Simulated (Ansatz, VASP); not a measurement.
## WC: VASP beside Ansatz

```
CELL_PARAMETERS angstrom
0.00000 2.20721 2.20721
2.20721 0.00000 2.20721
2.20721 2.20721 0.00000
ATOMIC_POSITIONS crystal
W 0.00000 0.00000 0.00000
C 0.50000 0.50000 0.50000
```

Change from the starting cell: volume scaled by 1.02.

Alike in both runs: task single point; functional PBE; k mesh 10 × 10 × 10; occupations fermi-dirac, width 0.05 eV; no spin polarisation.

|  | VASP | Ansatz |
| --- | --- | --- |
| version | VASP 6.6.1 | Ansatz 0.2.0 |
| potentials or method | VASP PAW PBE potentials, release 64 (W_sv, C), cutoff 520 eV | all-electron LAPW, scalar-relativistic |

Ansatz gave:

- gap on the k mesh at the Fermi level (eV): none
- pressure (GPa): -8.2

What did VASP give for the same quantities?

gap on the k mesh at the Fermi level (eV): none; pressure (GPa): -7.5.

A gap of «none» marks a metal or a gap that the smearing closes. Ansatz ran all-electron here, so the differences hold the error of VASP's frozen core and of both bases.

The runs have no spin-orbit coupling, so splittings on W are missing.
